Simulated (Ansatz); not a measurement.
**BeS (F-43m): how far a G0W0 gap depends on its settings**

How well converged is a G0W0 gap of BeS (zincblende)?

Program: Ansatz 0.2.0. G0W0, plane waves. Calculated at 0 K for a non-magnetic cell.

1 further run of the same task is left out (it didn't finish).

## Step 1: The cell

The cell was relaxed beforehand with r2SCAN.

It is cubic, F-43m (No. 216); conventional cell a = 4.869 Å, 14.43 Å³ an atom. Around Be lie 4 S at 2.11 Å; around S lie 4 Be at 2.11 Å.

Structure file:

```
Be S
1.0
     0.00000    2.43431    2.43431
     2.43431    0.00000    2.43431
     2.43431    2.43431    0.00000
Be S
1 1
Direct
  0.00000 0.00000 0.00000
  0.25000 0.25000 0.25000
```

## Step 2: From PBE, 60 empty bands, 80 eV, q_mesh [1, 1, 1]

File input.yaml:

```yaml
crystal:
  lattice:
    - [0.0, 2.4343062304, 2.4343062304]
    - [2.4343062304, 0.0, 2.4343062304]
    - [2.4343062304, 2.4343062304, 0.0]
  atoms:
    - { symbol: Be, position: [0.0, 0.0, 0.0] }
    - { symbol: S, position: [0.25, 0.25, 0.25] }
kpoints:
  mp_grid: { grid: [4, 4, 4] }
hamiltonian:
  xc: pbe
scf:
  occupations: { method: fixed }
gw:
  n_empty_bands: 60
  ecut_chi: 80
  qp_bands: [v1, c1]
  qp_kpoints: band_edges
  screening: { model: contour_deformation }
  q_mesh: [1, 1, 1]
```

On the command line:

```sh
ansatz run input.yaml --threads 4 --pin off --max-ram 3686MiB --backend cpu --events-out ev --progress --plain --runs-dir out
```

## Step 3: From PBE, 25 empty bands, 100 eV

input.yaml, as its differences from that of step 2:

```diff
@@ -15,4 +15,4 @@
 gw:
-  n_empty_bands: 60
-  ecut_chi: 80
+  n_empty_bands: 25
+  ecut_chi: 100
   qp_bands: [v1, c1]
@@ -20,2 +20 @@
   screening: { model: contour_deformation }
-  q_mesh: [1, 1, 1]
```

## Step 4: From PBE, 90 empty bands, 60 eV

input.yaml, as its differences from that of step 3:

```diff
@@ -15,4 +15,4 @@
 gw:
-  n_empty_bands: 25
-  ecut_chi: 100
+  n_empty_bands: 90
+  ecut_chi: 60
   qp_bands: [v1, c1]
```

What does the calculation give? Wanted: for each run, start; potentials; frequencies; empty bands; cutoff; Kohn-Sham gap; G0W0 gap.

The runs gave:

| start | potentials | frequencies | empty bands | cutoff (eV) | mesh | Kohn-Sham gap (eV) | G0W0 gap (eV) |
| --- | --- | --- | --- | --- | --- | --- | --- |
| PBE | PAW | full | 60 | 80 | 4×4×4 | 3.12 | 4.31 |
| PBE | PAW | full | 25 | 100 | 4×4×4 | 3.12 | 4.23 |
| PBE | PAW | full | 90 | 60 | 4×4×4 | 3.12 | 4.10 |

Gaps are those on each run's own mesh.

**Reading.** Over the runs in the table the G0W0 gap on the mesh spans 4.10 to 4.31 eV, and the shift from the starting levels +0.98 to +1.18 eV; where more than one setting differs between two runs, no single one explains their difference. G0W0 values are finite-basis, finite-mesh values.
